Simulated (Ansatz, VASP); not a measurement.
**C: VASP beside Ansatz**

```
C
1.0
     2.43230    0.00000    0.00000
    -1.21615    2.10643    0.00000
     0.00000    0.00000   12.42911
C
12
Direct
  0.00000 0.00000 0.18686
  0.00000 0.00000 0.68686
  0.00000 0.00000 0.31314
  0.00000 0.00000 0.81314
  0.33333 0.66667 0.52077
  0.66667 0.33333 0.02077
  0.33333 0.66667 0.97923
  0.66667 0.33333 0.47923
  0.33333 0.66667 0.64510
  0.66667 0.33333 0.14510
  0.33333 0.66667 0.85490
  0.66667 0.33333 0.35490
```

Alike in both runs: task single point; functional PBE; k mesh 12 × 12 × 2; occupations gaussian, width 0.05 eV; no spin polarisation.

```csv
,VASP,Ansatz
version,VASP 6.6.1,Ansatz 0.2.0
potentials or method,"VASP PAW PBE potentials, release 64 (C)","scalar-relativistic, plane waves, PAW"
plane-wave cutoff (eV),520,520
valence electrons in the cell,48,48
```

Ansatz gave:

| Item | Value |
| --- | --- |
| gap on the k mesh at the Fermi level (eV) | 4.71 |
| least direct gap on the mesh (eV) | 4.78 |
| rms of the force components (eV/Å) | 0.117 |

**Question.** What did VASP give for the same quantities?

**Answer.** gap on the k mesh at the Fermi level (eV): 4.71; least direct gap on the mesh (eV): 4.77; rms of the force components (eV/Å): 0.125.

Atom by atom the forces differ by 0.008 eV/Å (rms over components). With one functional, cell and mesh, what is left measures potentials, basis and numerics.
